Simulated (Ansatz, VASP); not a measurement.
CdSe in VASP and in Ansatz

```
CELL_PARAMETERS angstrom
0.00000 3.02878 3.02878
3.02878 0.00000 3.02878
3.02878 3.02878 0.00000
ATOMIC_POSITIONS crystal
Cd 0.00000 0.00000 0.00000
Se 0.25000 0.25000 0.25000
```

Change from the starting cell: volume scaled by 0.96, crystal datasets.

Alike in both runs: task electric field gradients; functional LDA; k mesh 8 × 8 × 8; occupations fermi-dirac, width 0.03 eV; no spin polarisation.

|  | VASP | Ansatz |
| --- | --- | --- |
| version | VASP 6.6.1 | Ansatz 0.2.0 |
| potentials or method | VASP PAW LDA potentials, release 64 (Cd, Se), cutoff 520 eV | all-electron PAW with datasets made for the crystal, scalar-relativistic |

Ansatz gave:

| Property | Result |
| --- | --- |
| pressure (GPa) | -1.3 |
| Vzz of the field gradient on the site that differs most (V/Å²) | 0.0 |

Which values does VASP return?

Pressure (GPa): -0.9; Vzz of the field gradient on the site that differs most (V/Å²): 0.0.

Ansatz ran all-electron here, so the differences hold the error of VASP's frozen core and of both bases. Ansatz warned: «gradients_without_spin_orbit».
